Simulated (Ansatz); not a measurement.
Here is an Ansatz 0.2.0 calculation.

input.yaml

```yaml
crystal:
  lattice:
    - [0.0, 1.8075, 1.8075]
    - [1.8075, 0.0, 1.8075]
    - [1.8075, 1.8075, 0.0]
  atoms:
    - { symbol: Cu, position: [0.0, 0.0, 0.0] }
hamiltonian:
  xc: pbe
  pseudopotentials: { kind: paw }
kpoints:
  mp_grid: { grid: [13, 13, 13] }
scf:
  occupations: { method: gaussian, width: 0.013 }
output:
  forces: true
  stress: true
  eigenvalues: true
```

Potentials or basis: Ansatz PAW.

Run with:

```sh
$ ansatz run input.yaml --threads 2 --pin off --max-ram 5632MiB --backend cpu --events-out ev --progress --plain --runs-dir out
```

(1) Estimate the pressure.

(2) What does it give for the band gap on the k mesh?

## Answers

(1) 1.7 GPa.

(2) none (metal or under the smearing width).
